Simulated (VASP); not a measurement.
# BeTe: single point with HSE06

Crystal: BeTe.

```xyz
4
Lattice="4.0309 0.0000 0.0000 -2.0154 3.4908 0.0000 0.0000 0.0000 8.1441" Properties=species:S:1:pos:R:3 pbc="T T T"
Be    0.0000    2.3272    2.0360
Be    2.0154    1.1636    6.1080
Te    2.0154    1.1636    2.0360
Te    0.0000    2.3272    6.1080
```

The cell was built by a generator and needn't be a form met in nature.

```yaml
Program: VASP 6.6.1
Task: single point
Functional: HSE06
Potentials_or_basis: VASP PAW PBE potentials, release 64 (Be, Te)
Cutoff: 520 eV
k_mesh: 6 × 6 × 2
Occupations: gaussian, width 0.01 eV
Spin: no spin polarisation
```

```
Pressure               : -0.4 GPa
Band gap on the k mesh : 3.58 eV, indirect (least direct gap 3.71 eV)
```

Stress tensor (GPa, compression positive):
```
-0.66  0.00  0.00
 0.00 -0.66  0.00
 0.00  0.00  0.07
```

Levels at points of the mesh, in eV from the valence-band top:
| k point | band 4 | band 5 | band 6 | band 7 | band 8 | band 9 | band 10 | band 11 | band 12 | band 13 |
| --- | --- | --- | --- | --- | --- | --- | --- | --- | --- | --- |
| (0.00, 0.00, 0.00) | -0.75 | -0.74 | -0.74 | -0.54 | -0.54 | 4.31 | 4.44 | 5.49 | 5.49 | 5.87 |
| (0.50, 0.00, 0.00) | -4.91 | -2.25 | -2.00 | -1.23 | -0.10 | 3.61 | 3.83 | 4.38 | 5.00 | 8.06 |
| (0.00, 0.00, 0.50) | -2.24 | -0.64 | -0.64 | -0.64 | -0.64 | 4.65 | 4.65 | 5.67 | 5.67 | 5.67 |
| (0.50, 0.00, 0.50) | -5.02 | -2.13 | -2.13 | -0.52 | -0.52 | 3.63 | 3.63 | 4.12 | 4.12 | 9.41 |

It took 26 min on 1 thread of AMD EPYC 9R14 (Zen 4) (shared host), peak memory 0.34 GiB.

Caveat: the PAW data sets were made with another functional, which shifts forces and pressure a little; spin-orbit coupling is left out, which moves the levels of the heavy elements; this functional lacks dispersion, which binds the layers, so the pressure and a relaxed spacing across them are unreliable. A k mesh can miss the band edges.
